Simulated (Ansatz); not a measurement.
InSe:

```xyz
4
Lattice="5.8264 -2.0546 0.0000 5.8264 2.0546 0.0000 -1.7232 0.0000 4.7713" Properties=species:S:1:pos:R:3 pbc="T T T"
In   10.2693    0.0000    0.2235
In   -0.3398    0.0000    4.5479
Se    6.5489    0.0000    3.1918
Se    3.3807    0.0000    1.5795
```

The cell comes from a database or a generator and needn't be the stable form of this composition.

- Program: Ansatz 0.2.0
- Task: relaxation of cell and atoms
- Functional: revPBE
- Dispersion: D3(BJ)
- Potentials or basis: Ansatz PAW
- Cutoff: 420 eV (not typed: the program's choice for these potentials)
- k mesh: 7 × 7 × 6
- Occupations: fermi-dirac, width 0.05 eV
- Spin: no spin polarisation

At the start: volume 28.56 Å³/atom.

Task: Where does the relaxation end?

Result: It ends after 9 steps and the volume is 25.14 Å³/atom (-12.0 %); space group C2/m (No. 12, to 0.05 Å).

The path:
| step | energy change (eV) | largest force (eV/Å) | volume (Å³) |
| --- | --- | --- | --- |
| 1 | 0.0000 | 0.3147 | 114.24 |
| 2 | -0.0269 | 0.4860 | 105.57 |
| 3 | -0.0780 | 0.0906 | 106.73 |
| 4 | -0.1123 | 0.1119 | 103.03 |
| 5 | -0.1206 | 0.1452 | 100.46 |
| 6 | -0.1304 | 0.0643 | 101.33 |
| 7 | -0.1317 | 0.0205 | 100.40 |
| 8 | -0.1319 | 0.0056 | 100.56 |
| 9 | -0.1303 | 0.0056 | 100.56 |

Final structure:
```cif
data_structure
_symmetry_space_group_name_H-M 'P 1'
_symmetry_Int_Tables_number 1
_cell_length_a 6.3219
_cell_length_b 6.3219
_cell_length_c 4.3641
_cell_angle_alpha 109.761
_cell_angle_beta 109.761
_cell_angle_gamma 38.126
_cell_volume 100.56
loop_
_atom_site_label
_atom_site_type_symbol
_atom_site_fract_x
_atom_site_fract_y
_atom_site_fract_z
_atom_site_occupancy
In1 In 0.88362 0.88362 0.00416 1
In2 In 0.11638 0.11638 0.99584 1
Se1 Se 0.65048 0.65048 0.62749 1
Se2 Se 0.34952 0.34952 0.37251 1
```

Caveat: the plane-wave basis is chosen anew once the cell has moved, so the energies of steps on either side of that aren't comparable; the PAW data sets come from PBE, with cores solved anew for the run's functional, which leaves a small shift of forces and pressure.
